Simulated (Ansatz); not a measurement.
PbS: energy along a strain

PbS, Cmcm, a = 4.160 Å, b = 11.983 Å, c = 4.279 Å (as given, not relaxed at this level: -1.9 GPa, forces to 0.03 eV/Å). This isn't the usual stable structure of the compound. Ansatz: PBEsol, PAW, 420 eV, Γ-centred 8×8×6 mesh on 4 atoms, Gaussian smearing 0.05 eV; no spin polarisation. Cell vectors (Å): 2.080 -5.991 0.000; 2.080 5.991 0.000; 0.000 0.000 4.279. The cell is strained by x per cent times the pattern (0 0 0 0 1 0) in the order xx yy zz yz xz xy (engineering shears), with fractional coordinates held. y is the free energy over the start, V0 = 26.664 Å³/atom. Symmetry makes y even in x.

```tsv
x (%)	y (meV/atom)
-2.00	1.73
-1.00	?
0.00	0.00
0.50	0.11
0.75	0.24
1.25	0.67
1.50	0.97
1.75	1.32
```

Question: Fit y = c2 x² + c4 x⁴ to the other rows, get the stiffness along the pattern, and predict the missing energy.

Answer: Least squares on the rows shown. y = 0.4277 x² + 0.001176 x⁴. The clamped-ion stiffness p·C·p = 2 × 4.277 eV × 160.2 / 26.664 Å³ = 51 GPa, which is C55 in these axes (second derivative at the start, which stands under stress). At x = -1.00 the fit asked for gives 0.43 meV/atom. The run gave 0.43 meV/atom, the same to the digits shown.

Spin–orbit coupling is left out, which can shift energies with elements as heavy as these.